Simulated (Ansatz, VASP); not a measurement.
## PtSe in VASP and in Ansatz

```xyz
2
Lattice="0.0000 2.6440 2.6440 2.6440 0.0000 2.6440 2.6440 2.6440 0.0000" Properties=species:S:1:pos:R:3 pbc="T T T"
Pt    0.0000    0.0000    0.0000
Se    2.6440    2.6440    2.6440
```

Alike in both runs: functional PBE; k mesh 11 × 11 × 11; occupations fermi-dirac, width 0.03 eV; no spin polarisation.

Ansatz relaxed the structure, and its values are those at the end. VASP's run is a single point on that final structure, the one shown.

```csv
,VASP,Ansatz
version,VASP 6.6.1,Ansatz 0.2.0
potentials or method,"VASP PAW PBE potentials, release 64 (Pt, Se)","PAW with Ansatz's default frozen-core files, scalar-relativistic"
plane-wave cutoff (eV),520,420
valence electrons in the cell,16,34
```

Ansatz gave:

* pressure (GPa): 0.0

Task: Estimate VASP's values.

Result: Pressure (GPa): -0.1.

The two sets of potentials don't hold the same shells in valence.

Spin-orbit coupling is left out, which matters for the levels of Pt.
